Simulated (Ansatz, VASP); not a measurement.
Two plane-wave programs on Cu

```xyz
1
Lattice="0.0000 1.7594 1.7594 1.7594 0.0000 1.7594 1.7594 1.7594 0.0000" Properties=species:S:1:pos:R:3 pbc="T T T"
Cu    0.0000    0.0000    0.0000
```

Alike in both runs: task relaxation of cell and atoms; functional LDA; k mesh 16 × 16 × 16; occupations fermi-dirac, width 0.15 eV; no spin polarisation.

|  | VASP | Ansatz |
| --- | --- | --- |
| version | VASP 6.6.1 | Ansatz 0.2.0 |
| potentials or method | VASP PAW LDA potentials, release 64 (Cu) | scalar-relativistic, plane waves, PAW |
| plane-wave cutoff (eV) | 600 | 420 |
| valence electrons in the cell | 11 | 19 |

Ansatz gave:

- gap on the k mesh at the Fermi level, each at its own relaxed structure (eV): none
- relaxed volume (Å³/atom): 10.89
- relaxed cell length with the largest relative difference (Å): 2.488

Q: What did VASP give for the same quantities?

A: gap on the k mesh at the Fermi level, each at its own relaxed structure (eV): none; relaxed volume (Å³/atom): 10.95; relaxed cell length with the largest relative difference (Å): 2.492.

A gap of «none» marks a metal or a gap that the smearing closes. The two sets of potentials don't hold the same shells in valence. Ansatz warned: «pseudo_functional_mismatch».
